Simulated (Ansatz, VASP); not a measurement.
# Bi in VASP and in Ansatz

The input INCAR:

```
ALGO     = Normal         # electronic algorithm
EDIFF    = 1E-6           # SCF threshold, eV
ENCUT    = 520            # plane-wave cutoff, eV
GGA      = CA             # functional
ISIF     = 2              # what is computed and relaxed
ISMEAR   = -1             # smearing method
LASPH    = T              # aspherical terms in the spheres
LCHARG   = F              # write CHGCAR
LREAL    = F              # projectors in reciprocal space
LWAVE    = F              # write WAVECAR
NBANDS   = 22             # bands
NELM     = 60             # most SCF steps
PREC     = Accurate       # precision mode
SIGMA    = 0.05           # smearing width, eV
```

File KPOINTS:

```
k-points
0
Gamma
  8 8 4
```

The input POSCAR:

```
Bi
1.0
    3.1946090396      0.0000000000      0.0000000000
    0.0000000000      3.1781022620      0.0000000000
   -0.0793675179      0.0000000000      6.3567985340
Bi
2
Direct
    0.5442472500      0.0000000000      0.7495778900
    0.4557527500      0.0000000000      0.2504221100
```

The input input.yaml:

```yaml
crystal:
  lattice:
    - [3.1946090396, 0.0, 0.0]
    - [0.0, 3.178102262, 0.0]
    - [-0.0793675179, 0.0, 6.356798534]
  atoms:
    - { symbol: Bi, position: [0.54424725, 0.0, 0.74957789] }
    - { symbol: Bi, position: [0.45575275, 0.0, 0.25042211] }
kpoints:
  mp_grid: { grid: [8, 8, 4] }
scf:
  occupations: { method: fermi_dirac, width: 0.05 }
hamiltonian:
  xc: lda
  pseudopotentials: { kind: all_electron, lapw: { basis_error: 0.001 } }
output:
  forces: true
  stress: true
  eigenvalues: true
```

Change from the starting cell: volume scaled by 0.96.

Alike in both runs: task single point; functional LDA; k mesh 8 × 8 × 4; occupations fermi-dirac, width 0.05 eV; no spin polarisation.

|  | VASP | Ansatz |
| --- | --- | --- |
| version | VASP 6.6.1 | Ansatz 0.2.0 |
| potentials or method | VASP PAW LDA potentials, release 64 (Bi_d) | all-electron LAPW, scalar-relativistic |
| plane-wave cutoff (eV) | 520 | see its input |

```tsv
	VASP	Ansatz	Ansatz less VASP
gap on the k mesh at the Fermi level (eV)	none	none	-
pressure (GPa)	0.6	0.5	-0.10
largest component of the traceless stress (GPa)	0.64	0.64	+0.001
rms of the force components (eV/Å)	0.005	0.006	+0.0005
```

Atom by atom the forces differ by 0.000 eV/Å (rms over components). A gap of «none» marks a metal or a gap that the smearing closes. Ansatz ran all-electron here, so the differences hold the error of VASP's frozen core and of both bases.

Caveats: spin-orbit coupling is left out, which moves the levels of the heavy elements.
